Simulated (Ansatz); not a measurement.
A surface is cut from this relaxed crystal of ZrS2:

```
CELL_PARAMETERS angstrom
3.62739 0.00000 0.00000
-1.81369 3.14141 0.00000
0.00000 0.00000 5.88079
ATOMIC_POSITIONS crystal
Zr 0.00000 0.00000 0.00000
S 0.33333 0.66667 0.24709
S 0.66667 0.33333 0.75291
```

Miller indices refer to the conventional cell of P-3m1 (No. 164), a = 3.627 Å, b = 3.627 Å, c = 5.881 Å, α = 90.00°, β = 90.00°, γ = 120.00°. The bulk's gap is 0.76 eV.

Consider the (101) slab of 11 planes, 8.8 Å thick with 15 Å of vacuum as cut; outer planes S (top) and S (bottom), all atoms relaxed.

Method: DFT PBEsol, scalar-relativistic, plane waves, PAW (Ansatz). Cutoff 420 eV; k points 8×4×1 on the computed 11-atom cell (Γ-centred); Gaussian smearing, width 0.05 eV; no spin polarisation. A dipole correction removes the field between periodic images along c.

The slab isn't stoichiometric (Zr3S8), so its surface energy depends on the chemical potentials; it is given with the excess atoms taken from the element's standard state, a limit at which the compound may itself be unstable, so the figure can be too low. The slab's middle planes relax by over 3 % too, so it holds no bulk-like region.

(1) Estimate the surface energy with the excess atoms taken from the elements.

(2) Predict the gap of the slab on the mesh.

(3) The top two planes lie 0.446 Å apart in the bulk. How does relaxation change this?

## Answers

(1) 0.13 J/m².

(2) 0.86 eV.

(3) The spacing becomes -0.050 Å (-111.1 %).